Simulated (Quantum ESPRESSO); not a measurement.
## SnTe: zone-centre phonons under several settings

```
CELL_PARAMETERS angstrom
0.00000 3.15085 3.15085
3.15085 0.00000 3.15085
3.15085 3.15085 0.00000
ATOMIC_POSITIONS crystal
Te 0.50000 0.50000 0.50000
Sn 0.00000 0.00000 0.00000
```

All runs used Quantum ESPRESSO 7.5; potentials GBRV 1.5 PBE; k mesh 4 × 4 × 4, shifted; relaxed cell; no spin polarisation; cutoff 925 eV; occupations smeared at first, fixed for the response.

| level | volume (Å³/atom) | lowest optical mode without the field (cm⁻¹) | sum of the Born charges (e) |
| --- | --- | --- | --- |
| PBE | 32.92 | 37i | -0.07 |
| revPBE | ? | ? | ? |
| RPBE | 34.03 | 48i | 0.06 |

Question: What stands in the row left open?

Answer: Volume 33.71 Å³/atom; lowest optical mode without the field 45i cm⁻¹; sum of the Born charges 0.02 e.

Values marked i are imaginary: the cell is unstable against those modes at that level, or the meshes are too thin.

Caveats: some modes are imaginary; the potentials were made for another functional, which shifts forces and pressure (some runs).

For the row left open. Caveat: the mesh is thin for the dielectric tensor, Born charges and intensities, which usually come out too large; the potentials were made for another functional, which shifts forces and pressure; some modes are imaginary.
